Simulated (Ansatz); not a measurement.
AlPt:

```xyz
2
Lattice="3.0915 0.0000 0.0000 0.0000 3.0915 0.0000 0.0000 0.0000 3.0915" Properties=species:S:1:pos:R:3 pbc="T T T"
Pt    1.5458    1.5458    1.5458
Al    0.0000    0.0000    0.0000
```

Measurements of this composition are mostly on another form, of space group No. 198.

Base run:

```yaml
Program: Ansatz 0.2.0
Functional: PBEsol
Potentials_or_basis: all-electron LAPW, scalar-relativistic
Cutoff: 229 eV (chosen from the basis error)
Basis_error_allowed: 0.001 eV/atom
k_mesh: 9 × 9 × 9
Occupations: fermi-dirac, width 0.05 eV
Spin: no spin polarisation
```

Its results: pressure -5.7 GPa.

**Question.** The run is repeated on the same cell with these changes: functional from PBEsol to LDA. What comes out?

**Answer.** Pressure -9.8 GPa.

LDA binds more tightly than PBEsol, so the same cell stands under less pressure.
